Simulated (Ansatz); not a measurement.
# CaF2: properties at the relaxed cell

This session takes CaF2 and sets out to relax it again with other functionals.

Method: DFT PBE, scalar-relativistic, plane waves, PAW, in Ansatz 0.2.0.

3 further runs of the same task are left out: 1 that didn't finish, 2 set aside as unsound or not needed. Runs told in other sessions of the task aren't counted.

### 1 Starting point

It takes space group Fm-3m (No. 225, cubic). The conventional cell has a = 5.510 Å, b = 5.510 Å, c = 5.510 Å, α = 90.00°, β = 90.00°, γ = 90.00°. Around Ca (site symmetry m-3m) lie 8 F at 2.39 Å. F (site symmetry -43m) has 4 Ca at 2.39 Å in its first shell of neighbours.

Structure file:

```cif
data_structure
_symmetry_space_group_name_H-M 'Fm-3m'
_symmetry_Int_Tables_number 225
_cell_length_a 5.5104
_cell_length_b 5.5104
_cell_length_c 5.5104
_cell_angle_alpha 90.000
_cell_angle_beta 90.000
_cell_angle_gamma 90.000
_cell_volume 167.32
loop_
_atom_site_label
_atom_site_type_symbol
_atom_site_symmetry_multiplicity
_atom_site_Wyckoff_symbol
_atom_site_fract_x
_atom_site_fract_y
_atom_site_fract_z
_atom_site_occupancy
Ca1 Ca 4 a 0.00000 0.00000 0.00000 1
F1 F 8 c 0.25000 0.75000 0.75000 1
```

It is the result of an earlier relaxation at this level (volume 13.94 Å³/atom; gap on the mesh: 7.14 eV).

### 2 The cell under LDA

input.yaml

```yaml
crystal:
  lattice:
    - [0.0, 2.7552132747, 2.7552132747]
    - [2.7552132747, 0.0, 2.7552132747]
    - [2.7552132747, 2.7552132747, 0.0]
  atoms:
    - { symbol: Ca, position: [0.0, 0.0, 0.0] }
    - { symbol: F, position: [0.25, 0.25, 0.25] }
    - { symbol: F, position: [0.75, 0.75, 0.75] }
basis:
  ecutwfc: 420
kpoints:
  mp_grid: { grid: [8, 8, 8] }
hamiltonian:
  xc: lda
scf:
  occupations: { method: gaussian, width: 0.02 }
output:
  forces: true
  stress: true
  eigenvalues: true
  write_density: true
  write_potential: true
  elf: true
  volumetric_format: npy
relax:
  adjacent_minimum: "off"
  f_tol: 0.005
  max_steps: 50
  cell: { stress_tol: 0.05 }
```

Started as:

```console
$ ansatz run input.yaml --threads 1 --pin off --max-ram 2560MiB --backend cpu --events-out ev --progress --plain --runs-dir out
```

### 3 Relaxing with PBE+D3(BJ)

Edit input.yaml of step 2 so:

```diff
@@ -14,3 +14,4 @@
 hamiltonian:
-  xc: lda
+  xc: pbe
+  dispersion: d3bj
 scf:
```

(Steps that only read results are left out.)

Before running it: what results should come out?

**Answer**, as computed:

The volumes rise in the order LDA, PBE+D3(BJ), PBE, over 10.7 %. PBE+D3(BJ) comes nearest to the reported cell (+0.4 %).
